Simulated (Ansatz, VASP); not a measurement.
**BaS: VASP beside Ansatz**

```xyz
2
Lattice="0.0000 3.2213 3.2213 3.2213 0.0000 3.2213 3.2213 3.2213 0.0000" Properties=species:S:1:pos:R:3 pbc="T T T"
Ba    3.2213    3.2213    3.2213
S     0.0000    0.0000    0.0000
```

Alike in both runs: task single point; functional revPBE; dispersion D3(BJ); k mesh 6 × 6 × 6; occupations gaussian, width 0.05 eV; no spin polarisation.

```csv
,VASP,Ansatz
version,VASP 6.6.1,Ansatz 0.2.0
potentials or method,"VASP PAW PBE potentials, release 64 (Ba_sv, S)","scalar-relativistic, plane waves, PAW"
plane-wave cutoff (eV),520,420
valence electrons in the cell,16,16
```

```tsv
	VASP	Ansatz	Ansatz less VASP
gap on the k mesh at the Fermi level (eV)	2.26	2.35	+0.097
least direct gap on the mesh (eV)	2.40	2.47	+0.067
pressure (GPa)	-1.0	-1.6	-0.54
dispersion energy (meV/atom)	-474.2	-474.3	-0.11
```

Caveats: the PAW data sets were made with another functional, which shifts forces and pressure a little (VASP); spin-orbit coupling is left out, which moves the levels of the heavy elements. Expect the measured gap to be larger: semilocal functionals such as revPBE lack the derivative discontinuity. A k mesh can miss the band edges.
